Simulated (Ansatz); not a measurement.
The system is MoS2, a slab with vacuum.

```
Mo S
1.0
     3.18454    0.00000    0.00000
    -1.59227    2.75789    0.00000
     0.00000    0.00000   21.67053
Mo S
2 4
Direct
  0.33333 0.66667 0.85116
  0.66667 0.33333 0.14884
  0.66667 0.33333 0.77963
  0.33333 0.66667 0.07725
  0.66667 0.33333 0.92275
  0.33333 0.66667 0.22037
```

Base run:

```yaml
Program: Ansatz 0.2.0
Functional: PBEsol
Potentials_or_basis: Ansatz PAW
Cutoff: 420 eV
Density_cutoff: 1680 eV
k_mesh: 10 × 10 × 2
Occupations: fermi-dirac, width 0.05 eV
Spin: spin-orbit coupling, no magnetisation
```

Its results: band gap on the k mesh 1.37 eV, indirect (least direct gap 1.84 eV); largest force 0.132 eV/Å.

The run is repeated on the same cell with these changes: functional from PBEsol to r2SCAN; cutoff from 420 eV to 500 eV; density cutoff from 1680 eV to 2000 eV. What comes out?

Band gap on the k mesh 1.46 eV, indirect (least direct gap 1.95 eV); largest force 0.036 eV/Å.

Caveats: the k mesh misses the band edges, so the gap on the mesh is wider than the one along the path; the PAW data sets come from PBE, with cores solved anew for the run's functional, which leaves a small shift of forces and pressure.

Not every run made on this cell is shown here.
